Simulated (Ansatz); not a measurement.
**A film clamped to a substrate in Si2W**

Computed with DFT PBE, scalar-relativistic, plane waves, PAW in Ansatz. The runs took a 420 eV cutoff, a Γ-centred 20×20×20 mesh and Gaussian smearing (0.15 eV). Spin–orbit coupling is left out, which can shift energies with elements as heavy as these. No spin polarisation. Energies are free energies at this smearing, counted from the undisturbed cell; pressure is positive in compression.

The undisturbed cell (relaxed at this level):

```
Si W
1.0
    -1.61450    1.61450    3.93341
     1.61450   -1.61450    3.93341
     1.61450    1.61450   -3.93341
Si W
2 1
Direct
  0.33457 0.33457 0.00000
  0.66543 0.66543 0.00000
  0.00000 0.00000 0.00000
```

The cell (3 atoms, V0 = 41.01 Å³) is strained by p along both x and y and by q along z, fractional coordinates fixed. τp = (1/V0) ∂E/∂p = (σxx + σyy)(1 + p)(1 + q) and τq = (1/V0) ∂E/∂q = σzz(1 + p)², with tension positive.

| p | q | ΔE (meV/atom) | τp (GPa) | τq (GPa) |
| --- | --- | --- | --- | --- |
| 0.000 | 0.000 | 0.00 | -0.06 | -0.05 |
| -0.030 | 0.000 | 45.07 | -36.58 | -6.65 |
| 0.030 | 0.000 | 37.99 | 28.51 | 4.97 |
| 0.000 | -0.030 | 22.51 | -6.03 | -18.33 |
| 0.000 | 0.030 | 18.40 | 5.49 | 13.73 |

Task: Get the second derivatives of the energy density.

Result: Central differences give A = ∂τp/∂p = 1085 GPa (C11 + C22 + 2 C12), C = ∂τq/∂q = 534 GPa (C33) and the cross term B = ∂τq/∂p = 194 GPa (C13 + C23); ∂τp/∂q = 192 GPa must equal B, and any difference shows higher-order terms. Steps this large leave an error of some per cent of A or C in all of these, which can swamp a small B. The ions are clamped.

Task: A film of this crystal grows with z along the normal on a substrate that imposes p. How does its thickness respond, and what does the misfit cost?

Result: Count p and q from the stress-free cell. A free surface needs τq = 0, so q = −(B/C) p = -0.36 p. The energy density left is (A − B²/C) p²/2 = M p², with the biaxial modulus M = 507 GPa; a misfit of 1 % costs 4.33 meV/atom, against 4.63 meV/atom if the thickness were held.

At p = -0.030 the energies along q are 85.1 (q = -0.030), 59.1 (q = -0.015), 45.1 (q = 0.000), 41.5 (q = 0.015), 47.0 (q = 0.030) meV/atom.

Task: Does the linear rule hold at this misfit?

Result: A parabola through the lowest point and its neighbours has its minimum at q = 0.013, 41.5 meV/atom. With the stress left in the starting cell, τp0 and τq0, linear elasticity gives q = −(τq0 + Bp)/C = 0.011 and E = V0(τp0 p + τq0 q + Ap²/2 + Bpq + Cq²/2)/N = 39.1 meV/atom. The two agree within a tenth in energy.

Forces appear on the atoms along this scan, and letting them relax would lower the energy and soften the response. In a metal these slopes depend on the k mesh and the smearing.

The film resists misfit mainly through its in-plane stiffness, and letting the thickness adjust recovers little of the energy: the cost of a 1 % misfit falls only from 4.63 to 4.33 meV/atom. The cross term is small beside both direct terms, as expected for a disilicide in which directional W d–Si p bonds resist changes in angle as well as in length. A simple metal, closer to conserving its volume, would show a larger thickness response.

Compression costs more than equal tension along both strain paths, because overlap repulsion rises steeply as bonds shorten, while stretching weakens them. This anharmonicity explains why the linear estimate falls below the scanned minimum at compressive misfit, and it suggests that a film under equal tension would store less energy than one under compression. Because x and y are always strained together, C11 and C12 are not separated, so the data can't show whether the crystal is stiffer along x or along z under uniaxial strain.
